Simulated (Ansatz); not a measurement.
Molecular dynamics of WC

The input (input.yaml):

```yaml
accuracy: low
crystal:
  lattice:
    - [-2.939012, -5.090518, 0.0]
    - [4.408518, -2.545259, 0.0]
    - [0.0, 0.0, 5.752397]
  atoms:
    - { symbol: W, position: [0.70145955, 0.45549041, 0.00624506] }
    - { symbol: C, position: [0.46302201, 0.69038332, 0.21899673] }
    - { symbol: W, position: [0.70392351, 0.46521997, 0.48088264] }
    - { symbol: C, position: [0.47967406, 0.60718126, 0.73609696] }
    - { symbol: W, position: [0.47182057, -0.06358683, -0.00611518] }
    - { symbol: C, position: [0.23445128, 0.18023765, 0.21910776] }
    - { symbol: W, position: [0.46573372, -0.0427365, 0.51237624] }
    - { symbol: C, position: [0.20531028, 0.07498045, 0.78921426] }
    - { symbol: W, position: [0.20046725, 0.47648745, -0.02445419] }
    - { symbol: C, position: [-0.06063628, 0.61053829, 0.25493326] }
    - { symbol: W, position: [0.19027281, 0.48844731, 0.48005768] }
    - { symbol: C, position: [-0.07469233, 0.66056652, 0.7599143] }
    - { symbol: W, position: [-0.01103459, -0.03423157, 0.01560472] }
    - { symbol: C, position: [0.69986694, 0.16938321, 0.2834961] }
    - { symbol: W, position: [-0.02994085, 0.00752682, 0.48429573] }
    - { symbol: C, position: [0.73387698, 0.14494886, 0.77751913] }
basis:
  ecutwfc: 420.0
kpoints:
  mp_grid: { grid: [2, 3, 3] }
hamiltonian:
  xc: pbe
  pseudopotentials: { kind: paw, azcp: { folder: soft_1 } }
scf:
  occupations: { method: fermi_dirac, width: 0.36 }
  lower_state_search: "off"
md:
  timestep: 0.75
  n_steps: 240
  ensemble: nvt_langevin
  temperature: 3360.0
  initial_velocities: maxwell_boltzmann
  seed: 393577
  friction: 0.02
  temperature_schedule:
    - { n_steps: 180, end_temperature: 300.0 }
    - { n_steps: 60, end_temperature: 300.0 }
```

Run as:

```bash
$ ansatz run input.yaml --threads 2 --pin off --max-ram 5120MiB --backend cpu --events-out ev --progress --plain --runs-dir out
```

It goes on from the last frame of an earlier run, with new velocities.

Output, in part (step lines):

```
md step     0: t =     0.00 fs  T =  3150.0 K (target 3360.0 K)  F+E_penalty+E_count = -85090.47279714 eV  E_kin = 6.514704 eV  (9 SCF iters)
md step     1: t =     0.75 fs  T =  3150.1 K (target 3351.5 K)  F+E_penalty+E_count = -85090.55293752 eV  E_kin = 6.514953 eV  (6 SCF iters)
md step     2: t =     1.50 fs  T =  3010.5 K (target 3334.5 K)  F+E_penalty+E_count = -85090.65047747 eV  E_kin = 6.226198 eV  (6 SCF iters)
md step     3: t =     2.25 fs  T =  3292.0 K (target 3317.5 K)  F+E_penalty+E_count = -85090.78608875 eV  E_kin = 6.808359 eV  (6 SCF iters)
md step     4: t =     3.00 fs  T =  3386.9 K (target 3300.5 K)  F+E_penalty+E_count = -85090.94599134 eV  E_kin = 7.004565 eV  (6 SCF iters)
md step     5: t =     3.75 fs  T =  3401.3 K (target 3283.5 K)  F+E_penalty+E_count = -85091.09740950 eV  E_kin = 7.034397 eV  (5 SCF iters)
md step     6: t =     4.50 fs  T =  3261.0 K (target 3266.5 K)  F+E_penalty+E_count = -85091.23699647 eV  E_kin = 6.744310 eV  (5 SCF iters)
md step     7: t =     5.25 fs  T =  3376.3 K (target 3249.5 K)  F+E_penalty+E_count = -85091.37064251 eV  E_kin = 6.982798 eV  (5 SCF iters)
[... lines left out ...]
md step   239: t =   179.25 fs  T =   503.2 K (target 300.0 K)  F+E_penalty+E_count = -85096.45956987 eV  E_kin = 1.040717 eV  (4 SCF iters)
md step   240: t =   180.00 fs  T =   501.9 K (target 300.0 K)  F+E_penalty+E_count = -85096.49219199 eV  E_kin = 1.037972 eV  (6 SCF iters)
```

The steps, from the saved trajectory:

```csv
time (fs),T (K),potential energy less start (eV)
0,3150,0.000
6,3450,-0.991
12,2797,0.031
18,2234,1.855
24,1908,0.973
30,3076,-1.085
36,3033,-1.010
42,2370,-0.499
48,2694,-1.148
54,3088,-2.516
60,2816,-3.008
66,2429,-2.234
72,2097,-1.336
78,1999,-1.455
84,2039,-1.900
90,1934,-2.497
96,1852,-3.318
102,2074,-4.040
108,1940,-4.204
114,1774,-4.203
120,1406,-4.081
126,1415,-4.689
132,1579,-5.256
138,1350,-5.217
144,916,-4.902
150,830,-5.050
156,911,-5.562
162,802,-5.987
168,713,-6.002
174,493,-5.897
180,502,-6.019
```

The run went to its last step. The schedule's set-point averaged 557 K over the second half and the system 1270 K, so it lags behind the ramp. A run of 0.18 ps of so small a system gives no equilibrium averages. Limits of this set-up: coarse k mesh, low accuracy level.

Mean squared displacements from the first frame to the last, about the centre of mass: W 0.03 Å², C 0.10 Å².

Last frame:

```xyz
16
Lattice="-2.9390 -5.0905 0.0000 4.4085 -2.5453 0.0000 0.0000 0.0000 5.7524" Properties=species:S:1:pos:R:3
W -0.005 -4.754 0.079
C 1.563 -3.823 1.388
W 0.011 -4.795 2.868
C 1.552 -3.909 4.339
W -1.406 -2.268 0.018
C -0.123 -1.356 1.340
W -1.456 -2.244 2.958
C 0.080 -1.333 4.345
W 1.493 -2.175 -0.030
C 2.928 -1.440 1.432
W 1.493 -2.282 2.950
C 2.847 -1.316 4.339
W 0.053 0.348 0.072
C -1.486 -3.957 1.544
W 0.004 0.369 2.931
C -1.426 -3.988 4.383
```

Run time: 26 min on 2 threads of Arm Neoverse V2 (shared host), peak memory 0.6 GiB.
